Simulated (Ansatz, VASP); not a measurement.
**Two plane-wave programs on C**

Contents of INCAR:

```
SYSTEM = C
PREC     = Accurate       ! precision mode
ENCUT    = 520            ! plane-wave cutoff, eV
EDIFF    = 1E-6           ! SCF threshold, eV
ISMEAR   = 0              ! smearing method
SIGMA    = 0.012          ! smearing width, eV
LREAL    = .FALSE.        ! projectors in reciprocal space
LASPH    = .TRUE.         ! aspherical terms in the spheres
NELM     = 60             ! most SCF steps
ALGO     = Normal         ! electronic algorithm
ISIF     = 2              ! what is computed and relaxed
LWAVE    = .FALSE.        ! write WAVECAR
LCHARG   = .FALSE.        ! write CHGCAR
GGA      = PE             ! functional
```

The input KPOINTS:

```
Automatic mesh
0
G
  12 12 4
  0 0 0
```

Contents of POSCAR:

```
C
1.0
    2.5221000000      0.0000000000      0.0000000000
   -1.2610500000      2.1842026709      0.0000000000
    0.0000000000      0.0000000000      8.2371000000
C
8
Direct
    0.6666666667      0.3333333333      0.8437500000
    0.3333333333      0.6666666667      0.3437500000
    0.6666666667      0.3333333333      0.6562500000
    0.3333333333      0.6666666667      0.1562500000
    0.0000000000      0.0000000000      0.9062500000
    0.0000000000      0.0000000000      0.4062500000
    0.0000000000      0.0000000000      0.5937500000
    0.0000000000      0.0000000000      0.0937500000
```

File input.yaml:

```yaml
crystal:
  lattice:
    - [2.5221, 0.0, 0.0]
    - [-1.26105, 2.1842026709, 0.0]
    - [0.0, 0.0, 8.2371]
  atoms:
    - { symbol: C, position: [0.6666666667, 0.3333333333, 0.84375] }
    - { symbol: C, position: [0.3333333333, 0.6666666667, 0.34375] }
    - { symbol: C, position: [0.6666666667, 0.3333333333, 0.65625] }
    - { symbol: C, position: [0.3333333333, 0.6666666667, 0.15625] }
    - { symbol: C, position: [0.0, 0.0, 0.90625] }
    - { symbol: C, position: [0.0, 0.0, 0.40625] }
    - { symbol: C, position: [0.0, 0.0, 0.59375] }
    - { symbol: C, position: [0.0, 0.0, 0.09375] }
hamiltonian:
  xc: pbe
  pseudopotentials: { kind: paw }
kpoints:
  mp_grid: { grid: [12, 12, 4] }
scf:
  occupations: { method: gaussian, width: 0.012 }
output:
  forces: true
  stress: true
  eigenvalues: true
  write_density: true
  write_potential: true
  elf: true
  volumetric_format: npy
```

This is a hexagonal form of diamond, not graphite.

Alike in both runs: task single point; functional PBE; k mesh 12 × 12 × 4; occupations gaussian, width 0.012 eV; no spin polarisation.

```csv
,VASP,Ansatz
version,VASP 6.6.1,Ansatz 0.2.0
potentials or method,"VASP PAW PBE potentials, release 64 (C)",Ansatz PAW
plane-wave cutoff (eV),520,420
valence electrons in the cell,32,32
```

|  | VASP | Ansatz | Ansatz less VASP |
| --- | --- | --- | --- |
| gap on the k mesh at the Fermi level (eV) | 4.41 | 4.42 | +0.009 |
| least direct gap on the mesh (eV) | 5.18 | 5.19 | +0.007 |
| pressure (GPa) | 2.9 | 2.3 | -0.67 |
| largest component of the traceless stress (GPa) | 8.20 | 8.20 | -0.006 |
| rms of the force components (eV/Å) | 0.187 | 0.187 | -0.0002 |

Atom by atom the forces differ by 0.001 eV/Å (rms over components).

Caveats: the pressure holds a Pulay correction of +1.0 GPa for the finite cutoff (Ansatz). A k mesh can miss the band edges. As with any semilocal functional, this PBE gap is likely too small.
